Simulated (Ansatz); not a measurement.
**How methods differ on CHF3 (trifluoromethane)**

The species is CHF3 (5 atoms), meant as a singlet with charge 0. As SMILES, `FC(F)F`. The shape was relaxed beforehand at r2SCAN/def2-SVP.

Each level gives the adiabatic electron affinity (to the doublet anion, shapes relaxed at r2SCAN/def2-SVP, no zero-point term) (eV). The values are calculated.

The electron affinity is E(neutral) − E(anion): positive where the electron is bound.

```
             level                    kind  program  value (eV)  CPU time (all runs)
     HF/def2-TZVPP            Hartree–Fock   Ansatz       -3.63                2.9 s
    PBE/def2-TZVPP                     GGA   Ansatz       -2.71                5.1 s
 r2SCAN/def2-TZVPP                meta-GGA   Ansatz       -2.74                 11 s
  B3LYP/def2-TZVPP           global hybrid   Ansatz       -2.68                6.4 s
PBE0-D4/def2-TZVPP           global hybrid   Ansatz       -2.93                6.2 s
wB97M-V/def2-TZVPP  range-separated hybrid   Ansatz       -2.95                 22 s
    MP2/def2-TZVPP     perturbation theory   Ansatz       -3.27                5.2 s
```

The values span -3.63 to -2.68 eV. Negative values mean that the anion is unbound at that level; they are set by how diffuse the basis is and aren't properties of the molecule, whose anion may well be bound. In so small a basis fixed costs decide the times, and correlated methods can beat functionals. Times are those of the runs behind each value, whatever else they computed, on shared processors of several kinds: orders of magnitude only.
